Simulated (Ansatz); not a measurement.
# GaSe, one structure, two calculations

Cell: an entry of the Crystallography Open Database (COD), its atoms then relaxed with PBE in this cell.

```cif
data_GaSe
_symmetry_space_group_name_H-M 'P6_3/mmc'
_symmetry_Int_Tables_number 194
_cell_length_a 3.7500
_cell_length_b 3.7500
_cell_length_c 15.9200
_cell_angle_alpha 90.000
_cell_angle_beta 90.000
_cell_angle_gamma 120.000
loop_
_atom_site_label
_atom_site_type_symbol
_atom_site_symmetry_multiplicity
_atom_site_Wyckoff_symbol
_atom_site_fract_x
_atom_site_fract_y
_atom_site_fract_z
Ga Ga 4 f 0.3333 0.6667 0.9277
Se Se 4 f 0.3333 0.6667 0.1564
```

One atom of each set is listed.

First run. Method: Kohn–Sham DFT in Ansatz, PBE, plane waves and PAW, scalar-relativistic, 420 eV cutoff, Γ-centred 14×14×3 k-points, Fermi–Dirac smearing 0.05 eV.

```
site  V_zz (10²¹ V/m²)     η
  Ga             0.053  0.00
  Se             16.64  0.00
```

Second run. The same atoms and settings, except that the functional is LDA.

(1) What does the second run give?

Answers

(1) 

```
site   V_zz     η  change of V_zz
  Ga   0.23  0.00           +0.18
  Se  16.81  0.00           +0.17
```

The largest change of V_zz is on Ga, from 0.053 to 0.23. In per cent, |V_zz| changes by +1 on Se (all sites that start above 2).

With no gap above 0.1 eV, as in a metal, the gradients converge slowly in k; expect changes of a tenth or more on a denser mesh.
For the second run: At this cell the principal stresses reach 5 GPa in size with LDA, which can matter for small gradients.
